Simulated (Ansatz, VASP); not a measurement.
# Two plane-wave programs on Pt

```
CELL_PARAMETERS angstrom
-1.58174 1.58174 1.58174
1.58174 -1.58174 1.58174
1.58174 1.58174 -1.58174
ATOMIC_POSITIONS crystal
Pt 0.00000 0.00000 0.00000
```

Alike in both runs: task single point; functional PBE; k mesh 18 × 18 × 18; occupations gaussian, width 0.05 eV; no spin polarisation.

|  | VASP | Ansatz |
| --- | --- | --- |
| version | VASP 6.6.1 | Ansatz 0.2.0 |
| potentials or method | VASP PAW PBE potentials, release 64 (Pt) | scalar-relativistic, plane waves, PAW |
| plane-wave cutoff (eV) | 520 | 420 |
| valence electrons in the cell | 10 | 18 |

```csv
,VASP,Ansatz,Ansatz less VASP
gap on the k mesh at the Fermi level (eV),none,none,-
pressure (GPa),-0.7,-0.2,+0.46
```

A gap of «none» marks a metal or a gap that the smearing closes. The functional is the same, so the differences come from potentials, cutoffs and numerics. The two sets of potentials don't hold the same shells in valence.

Spin-orbit coupling is left out, which matters for the levels of Pt.
